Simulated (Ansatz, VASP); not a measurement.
InAs in VASP and in Ansatz

The input POSCAR:

```
InAs
1.0
    0.0000000000      2.9563908761      2.9563908761
    2.9563908761      0.0000000000      2.9563908761
    2.9563908761      2.9563908761      0.0000000000
In As
1 1
Direct
    0.0000000000      0.0000000000      0.0000000000
    0.7500000000      0.7500000000      0.7500000000
```

INCAR.step1

```
SYSTEM = InAs
PREC = Accurate ; ENCUT = 520
EDIFF = 1E-5 ; ISMEAR = -1
SIGMA = 0.05 ; LREAL = .False.
LASPH = .True. ; NELM = 100
ALGO = Normal ; ISIF = 2
LWAVE = .True. ; NBANDS = 16
GGA = PE
```

The input INCAR.step2:

```
SYSTEM = InAs
PREC = Accurate ; ENCUT = 520
EDIFF = 1E-6 ; ISMEAR = -1
SIGMA = 0.05 ; LREAL = .False.
LASPH = .True. ; NELM = 100
ALGO = Normal ; ISIF = 2
LWAVE = .False. ; LCHARG = .True.
GGA = PE ; LHFCALC = .True.
AEXX = 0.25 ; PRECFOCK = Normal
HFRCUT = -1 ; LELF = .True.
LVHAR = .True. ; NBANDS = 16
ISTART = 1
```

The input KPOINTS:

```
Automatic mesh
0
Gamma
  4 4 4
  0 0 0
```

File input.yaml:

```yaml
crystal:
  lattice:
    - [0.0, 2.9563908761, 2.9563908761]
    - [2.9563908761, 0.0, 2.9563908761]
    - [2.9563908761, 2.9563908761, 0.0]
  atoms:
    - { symbol: In, position: [0.0, 0.0, 0.0] }
    - { symbol: As, position: [0.75, 0.75, 0.75] }
hamiltonian:
  xc: pbe0
  pseudopotentials: { kind: paw }
kpoints:
  mp_grid: { grid: [4, 4, 4] }
scf:
  occupations: { method: fermi_dirac, width: 0.05 }
output:
  forces: true
  stress: true
  eigenvalues: true
  write_density: true
  write_potential: true
  elf: true
  volumetric_format: npy
```

Alike in both runs: task single point; functional PBE0; k mesh 4 × 4 × 4; occupations fermi-dirac, width 0.05 eV; no spin polarisation.

|  | VASP | Ansatz |
| --- | --- | --- |
| version | VASP 6.6.1 | Ansatz 0.2.0 |
| potentials or method | VASP PAW PBE potentials, release 64 (In_d, As) | Ansatz PAW |
| plane-wave cutoff (eV) | 520 | 420 |
| valence electrons in the cell | 18 | 28 |

```csv
,VASP,Ansatz,Ansatz less VASP
gap on the k mesh at the Fermi level (eV),1.65,1.62,-0.023
least direct gap on the mesh (eV),1.65,1.62,-0.023
pressure (GPa),6.9,7.2,+0.31
```

The two sets of potentials don't hold the same shells in valence.

Caveats: the k mesh is coarse (spacing up to 0.46 Å⁻¹), so the values aren't converged, least of all with exact exchange; spin-orbit coupling is left out, which moves the levels of the heavy elements; the PAW data sets were made with another functional, which shifts forces and pressure a little (VASP); the PAW data sets come from PBE, with cores solved anew for the run's functional, which leaves a small shift of forces and pressure (Ansatz); the thresholds are loose for stress (Ansatz).
